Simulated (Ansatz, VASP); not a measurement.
# Cross-check of ZrSeS (1T-ZrSSe bilayer, AA) between VASP and Ansatz, part 2 of 2

Aim: how closely do two programs agree when they are given the same cell, functional and k mesh? The structure shown is the start of the Ansatz relaxation below; VASP solves that cell, so the two are compared at the walk's first step.

VASP 6.6.1 and Ansatz 0.2.0.

So far: The starting structure; Ansatz: relaxation, PBEsol with D3(BJ).

## (3) VASP: single point, PBEsol with D3(BJ), start cell

Level of this step: PBEsol with D3(BJ); plane waves and PAW (Se, Zr_sv, S) (VASP).

The same cell, functional, mesh and smearing now go to VASP, with its own data sets.

Lines of VASP's logs that name or quote its potential files are left out, and so is its time.

Contents of INCAR:

```
SYSTEM = ZrSeS
PREC = Accurate
ENCUT = 400
EDIFF = 1E-06
NELM = 120
ISMEAR = -1
SIGMA = 0.05
LREAL = .FALSE.
ALGO = Normal
GGA = PS
IVDW = 12
NBANDS = 30
LASPH = .TRUE.
LORBIT = 11
LWAVE = .FALSE.
LCHARG = .FALSE.
ISIF = 2
LDIPOL = .TRUE.
IDIPOL = 3
DIPOL = 0.5 0.5 0.501
LVHAR = .TRUE.
GGA_COMPAT = .FALSE.
EFERMI = MIDGAP
NELMDL = -8
KPAR = 2
```

Contents of POSCAR:

```
ZrSeS
1.0
    3.7400000000      0.0000000000      0.0000000000
   -1.8700000000      3.2389350000      0.0000000000
    0.0000000000      0.0000000000     50.3545160000
Se Zr S
2 2 2
Direct
    0.6666666667      0.3333333333      0.4041345567
    0.6666666667      0.3333333333      0.5302852678
    0.0000000000      0.0000000000      0.4393782873
    0.0000000000      0.0000000000      0.5655289984
    0.3333333333      0.6666666667      0.4697147322
    0.3333333333      0.6666666667      0.5958654433
```

Contents of KPOINTS:

```
Automatic mesh
0
Gamma
12 12 1
0 0 0
```

The projector-augmented-wave data sets are Se, Zr_sv and S (PBE family, release 64).

Launch:

```sh
> mpirun -np 2 vasp_std
```

Numbers of over 12 decimals in the logs are rounded to 6 here.

The program printed:

```text
[banner, memory and clock lines left out]
running    2 mpi-ranks, on    1 nodes
 distrk:  each k-point on    1 cores,    2 groups
 distr:  one band on    1 cores,    1 groups

 POSCAR found type information on POSCAR SeZrS
 POSCAR found :  3 types and       6 ions
|                                                                             |
|               ----> ADVICE to this user running VASP <----                  |
|                                                                             |
|     You enforced a specific xc type in the INCAR file but a different       |
|     [... a line on the potential file left out ...]
|     I HOPE YOU KNOW WHAT YOU ARE DOING!                                     |
|                                                                             |

 LDA part: xc-table for (Slater+PW92), standard interpolation
|                                                                             |
|           W    W    AA    RRRRR   N    N  II  N    N   GGGG   !!!           |
|           W    W   A  A   R    R  NN   N  II  NN   N  G    G  !!!           |
|           W    W  A    A  R    R  N N  N  II  N N  N  G       !!!           |
|           W WW W  AAAAAA  RRRRR   N  N N  II  N  N N  G  GGG   !            |
|           WW  WW  A    A  R   R   N   NN  II  N   NN  G    G                |
|           W    W  A    A  R    R  N    N  II  N    N   GGGG   !!!           |
|                                                                             |
|     One of the lattice vectors is very long (>50 A), but AMIN is rather     |
|     large. This can spoil convergence since charge sloshing might occur     |
|     along the long lattice vector. If problems with convergence are         |
|     observed, try to decrease AMIN to a smaller value (e.g. 0.01).          |
|     Note: This warning only applies if the self-consistency cycle is        |
|     used.                                                                   |
|                                                                             |

 POSCAR, INCAR and KPOINTS ok, starting setup
 FFT: planning ... GRIDC
 FFT: planning ... GRID_SOFT
 FFT: planning ... GRID
 WAVECAR not read
 entering main loop
       N       E                     dE             d eps       ncg     rms          rms(c)
DAV:   1     0.409065273730E+03    0.40907E+03   -0.17078E+04  1404   0.970E+02
DAV:   2     0.105841796473E+02   -0.39848E+03   -0.39056E+03  1668   0.260E+02
DAV:   3    -0.429660022403E+02   -0.53550E+02   -0.53081E+02  1554   0.917E+01
DAV:   4    -0.467891064735E+02   -0.38231E+01   -0.38136E+01  1902   0.213E+01
DAV:   5    -0.468818874373E+02   -0.92781E-01   -0.92739E-01  1600   0.323E+00
DAV:   6    -0.468843836687E+02   -0.24962E-02   -0.24959E-02  1706   0.572E-01
DAV:   7    -0.468844739920E+02   -0.90323E-04   -0.90320E-04  1748   0.982E-02
DAV:   8    -0.468844788720E+02   -0.48800E-05   -0.48801E-05  1714   0.213E-02    0.176E+01
DAV:   9    -0.429855319460E+02    0.38989E+01   -0.15784E+01  1266   0.170E+01    0.829E+00
DAV:  10    -0.428160088550E+02    0.16952E+00   -0.20665E+00  1640   0.635E+00    0.322E+00
DAV:  11    -0.427967437829E+02    0.19265E-01   -0.42071E-01  1510   0.374E+00    0.115E+00
DAV:  12    -0.427944327029E+02    0.23111E-02   -0.12711E-01  1438   0.220E+00    0.506E-01
DAV:  13    -0.427928344722E+02    0.15982E-02   -0.20903E-02  1408   0.948E-01    0.275E-01
DAV:  14    -0.427928007749E+02    0.33697E-04   -0.56020E-03  1746   0.400E-01    0.132E-01
[...]
DAV:  23    -0.427929238296E+02   -0.31746E-04   -0.17041E-06   932   0.372E-03    0.113E-03
DAV:  24    -0.427929422973E+02   -0.18468E-04   -0.40100E-07   734   0.195E-03    0.989E-04
DAV:  25    -0.427929551086E+02   -0.12811E-04   -0.22953E-07   688   0.149E-03    0.667E-04
DAV:  26    -0.427929680083E+02   -0.12900E-04   -0.30204E-07   740   0.160E-03    0.438E-04
DAV:  27    -0.427929703791E+02   -0.23708E-05   -0.51140E-08   570   0.788E-04    0.469E-04
DAV:  28    -0.427929741441E+02   -0.37650E-05   -0.70660E-08   630   0.714E-04    0.228E-04
DAV:  29    -0.427929758519E+02   -0.17078E-05   -0.38666E-08   570   0.567E-04    0.162E-04
DAV:  30    -0.427929763017E+02   -0.44976E-06   -0.10942E-08   570   0.367E-04
   1 F= -.44347851E+02 E0= -.44346840E+02  d E =-.202315E-02
```

From OUTCAR (step 3):

```text
ion  position               nearest neighbor table
   1  0.667  0.333  0.404-   3 2.80   3 2.80   3 2.80
   2  0.667  0.333  0.530-   4 2.80   4 2.80   4 2.80
   3  0.000  0.000  0.439-   5 2.64   5 2.64   5 2.64   1 2.80   1 2.80   1 2.80
   4  0.000  0.000  0.566-   6 2.64   6 2.64   6 2.64   2 2.80   2 2.80   2 2.80
   5  0.333  0.667  0.470-   3 2.64   3 2.64   3 2.64
   6  0.333  0.667  0.596-   4 2.64   4 2.64   4 2.64

  LATTYP: Found a hexagonal cell.
 ALAT       =     3.7400000000
 C/A-ratio  =    13.4637743316

 Subroutine GETGRP returns: Found  6 space group operations
 (whereof  6 operations were pure point group operations)

The static configuration has the point symmetry C_3v.

 Found     19 irreducible k-points:

   k-points           NKPTS =     19   k-points in BZ     NKDIM =     19   number of bands    NBANDS=     30

   dimension x,y,z NGX =    24 NGY =   24 NGZ =  336
   dimension x,y,z NGXF=    48 NGYF=   48 NGZF=  672

   ENCUT  =  400.0 eV  29.40 Ry    5.42 a.u.   6.10  6.10 82.12*2*pi/ulx,y,z

   NELECT =      48.0000    total number of electrons

 k-points in reciprocal lattice and weights: Automatic mesh
   0.00000000  0.00000000  0.00000000       0.007
   0.08333333 -0.00000000  0.00000000       0.042
   0.16666667  0.00000000  0.00000000       0.042
   0.25000000  0.00000000  0.00000000       0.042
   0.33333333 -0.00000000  0.00000000       0.042
   0.41666667 -0.00000000  0.00000000       0.042
   0.50000000  0.00000000  0.00000000       0.021
   0.08333333  0.08333333  0.00000000       0.042
   0.16666667  0.08333333  0.00000000       0.083
[...]
0.33333333  0.25000000  0.00000000       0.083
   0.33333333  0.33333333  0.00000000       0.014

 dipolmoment           0.000000      0.000000      0.006714 electrons x Angstroem

 average (electrostatic) potential at core
       1 -60.5860       2 -60.6014       3 -87.6608       4 -87.6395       5 -94.3382
       6 -94.2550

 E-fermi :  -3.1839

 k-point     1 :       0.0000    0.0000    0.0000
  band No.  band energies     occupation
    ...
     20      -4.1863      2.00000
     21      -3.3506      1.93120
     22      -3.3506      1.93120
     23      -3.2752      1.72268
     24      -3.2752      1.72267
     25      -2.1763      0.00000
     26      -2.1763      0.00000
     27      -2.1475      0.00000
     28      -2.1475      0.00000
     29      -1.8953      0.00000
    ...

 k-point     2 :       0.0833   -0.0000    0.0000
  band No.  band energies     occupation
    ...
     20      -4.1484      2.00000
     21      -3.8522      2.00000
     22      -3.7935      1.99999
     23      -3.5656      1.99903
     24      -3.4835      1.99501
     25      -2.1543      0.00000
     26      -2.1282      0.00000
     27      -1.9415      0.00000
     28      -1.9134      0.00000
     29      -1.7414      0.00000
    ...

 k-point     3 :       0.1667    0.0000    0.0000
  band No.  band energies     occupation
    ...
     20      -4.8219      2.00000
     21      -4.4361      2.00000
     22      -4.0306      2.00000
     23      -3.9158      2.00000
     24      -3.8281      1.99999
     25      -2.3256      0.00000
     26      -2.2871      0.00000
     27      -1.5336      0.00000
     28      -1.5043      0.00000
     29      -1.4630      0.00000
    ...

 Edisp (eV)   -1.55487

  Total      -8.29229    -8.29229   -11.36954     0.00000     0.00000     0.00000
  in kB     -21.78074   -21.78074   -29.86352     0.00000     0.00000     0.00000
  external pressure =      -24.48 kB  Pullay stress =        0.00 kB

  energy-cutoff  :      400.00
  volume of cell :      609.98
      direct lattice vectors                 reciprocal lattice vectors
     3.740000000  0.000000000  0.000000000     0.267379679  0.154371730  0.000000000
    -1.870000000  3.238935000  0.000000000     0.000000000  0.308743460  0.000000000
     0.000000000  0.000000000 50.354516000     0.000000000  0.000000000  0.019859192

 POSITION                                       TOTAL-FORCE (eV/Angst)
 -----------------------------------------------------------------------------------
      1.87000      1.07964     20.35000        -0.000000     -0.000000      1.600087
      1.87000      1.07964     26.70226         0.000000     -0.000000      1.454887
      0.00000      0.00000     22.12468        -0.000000      0.000000      0.037470
      0.00000      0.00000     28.47694        -0.000000      0.000000     -0.062804
     -0.00000      2.15929     23.65226         0.000000      0.000000     -1.442618
     -0.00000      2.15929     30.00452        -0.000000      0.000000     -1.587024
 -----------------------------------------------------------------------------------
    total drift:                               -0.000000     -0.000000     -0.000197

  FREE ENERGIE OF THE ION-ELECTRON SYSTEM (eV)
  ---------------------------------------------------
  free  energy   TOTEN  =       -44.3478512912 eV

  energy  without entropy=      -44.3458281405  energy(sigma->0) =      -44.34683972

 vacuum level on the upper side and lower side of the slab         2.517         2.417

 total charge
# of ion       s       p       d       tot
------------------------------------------
    1        1.470   2.320   0.023   3.814
    2        1.471   2.314   0.024   3.809
    3        2.162   5.995   1.382   9.540
    4        2.162   5.996   1.381   9.538
    5        1.342   2.336   0.000   3.678
    6        1.341   2.341   0.000   3.682
--------------------------------------------------
tot          9.948  21.302   2.810  34.061

[... 3 further parts left out ...]
```

## (4) Differences

Known differences besides the potentials themselves: Ansatz cuts the interaction across the vacuum, VASP repeats the sheet with a dipole correction; the data sets hold 68 valence electrons in Ansatz (on its default PAW (the set named soft_2) files) and 48 in VASP; the cutoff is 420 eV in Ansatz and 400 eV in VASP; Ansatz makes its cores anew for this functional, VASP keeps those of its PBE data sets. Total energies have different zeros and are not compared.

Forces (eV/Å; atoms numbered as in POSCAR):

```tsv
atom	Ansatz x, y, z	VASP x, y, z
Se1	0.000, 0.000, 1.620	0.000, 0.000, 1.600
Se2	0.000, 0.000, 1.473	0.000, 0.000, 1.455
Zr3	0.000, 0.000, 0.035	0.000, 0.000, 0.037
Zr4	0.000, 0.000, -0.065	0.000, 0.000, -0.063
S5	0.000, 0.000, -1.458	0.000, 0.000, -1.443
S6	0.000, 0.000, -1.604	0.000, 0.000, -1.587
```

The forces differ by 8.4 meV/Å r.m.s., which is 1.2 % of the r.m.s. force of 0.718 eV/Å (both taken over all components). With vacuum in the cell, a pressure given here is an average over mostly empty space and none of the material.

## (5) Outcome

```yaml
r_m_s_force_difference_single_point_pbesol_with_d3_bj_start_cell: 1.2 % of the r.m.s. force
```

**Reading.** The r.m.s. force difference is 1.2 % of the r.m.s. force (single point, PBEsol with D3(BJ), start cell), within the 3 % picked in this series as the mark of a large difference. The data sets hold unlike numbers of valence electrons (68 in Ansatz and 48 in VASP), so part of the differences comes from the potentials. 1 further run of this series is not shown here. Such differences can come from data sets, numerical settings and the points named under the comparisons, not from the functional's error against experiment.

[Lines on the potential files, build, host, timing and source positions are cut from VASP's logs without a mark.]

[Logs are printed without paths, hosts, clocks, repeated set-up lines and the standing remarks that a program may print on its own settings, such as how far it seeks lower states.]

[Hosts, paths, dates, database ids (printed as entryN), source tags and the programs' standing remarks are cut or masked in the printed files.]
